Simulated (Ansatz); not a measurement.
Take BeO in the wurtzite structure (space group P6_3mc, No. 186; a = 2.6902 Å, c = 4.3694 Å) as the base.

Computed with r2SCAN (Ansatz, a first-principles code), without spin-orbit coupling, earlier PAW set.

One change was made to it. Results:

The width of the top valence band goes up by 0.03 eV to 2.49 eV; the band gap rises by 0.144 eV, from 8.55 eV to 8.70 eV; the electron mass goes from 0.53 mₑ along c, 0.61 mₑ across (at Γ) to 0.54 mₑ along c, 0.62 mₑ across (at Γ); the c/a ratio remains 1.624; the shortest interatomic distance shrinks by 0.0071 Å (1.643 Å → 1.635 Å).

Task: Which of these changes matches the shifts?
A. pressure 3 GPa
B. pressure 1.5 GPa
C. pressure −1 GPa

Result: A, pressure 3 GPa. For comparison, the band gap in the other runs: pressure 1.5 GPa gives 8.63 eV; pressure −1 GPa gives 8.50 eV.

Load acts through the strain it causes; cell and atoms are relaxed under it. Effective masses come from finite differences of ±0.01 Å⁻¹. No phonon test of stability was made.
